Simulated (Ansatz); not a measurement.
**Bi under changes of volume**

One of the cells (31.117 Å³/atom); the others are scaled copies at fixed shape and fractional positions:

```
Bi
1.0
    -1.98143    1.98143    1.98143
     1.98143   -1.98143    1.98143
     1.98143    1.98143   -1.98143
Bi
1
Direct
  0.00000 0.00000 0.00000
```

This isn't the form of Bi at room conditions, which is rhombohedral.

* Program: Ansatz 0.2.0
* Functional: HSE06
* Potentials or basis: Ansatz PAW
* Cutoff: 420 eV (not typed: the program's choice for these potentials)
* k mesh: 6 × 6 × 6
* Occupations: fermi-dirac, width 0.05 eV
* Spin: no spin polarisation

```csv
volume (Å³/atom),energy over the lowest point (meV/atom),pressure (GPa)
29.250,14.03,3.3
29.872,4.26,1.8
30.495,0.00,0.4
31.117,0.69,-0.8
31.739,5.81,-1.9
32.362,14.84,-2.8
32.984,?,?
```

Task: What does the run at 32.984 Å³/atom give?

Result: Energy over the lowest point 27.37 meV/atom; pressure -3.7 GPa.

Worked out: A Birch-Murnaghan fit of order 3 (a polynomial in V^(-2/3)) to the other rows has its minimum at 30.71 Å³/atom with B0 = V·E''(V) = 60 GPa and B' = 4.6. It gives 27.38 meV/atom at 32.984 Å³/atom, against the run's 27.37, and -dE/dV = -3.6 GPa, against -3.7.

Energies are extrapolated to zero smearing.

Caveats: all runs use coarse meshes; the PAW data sets come from PBE, with cores solved anew for the run's functional, which leaves a small shift of forces and pressure; the thresholds are loose for stress.
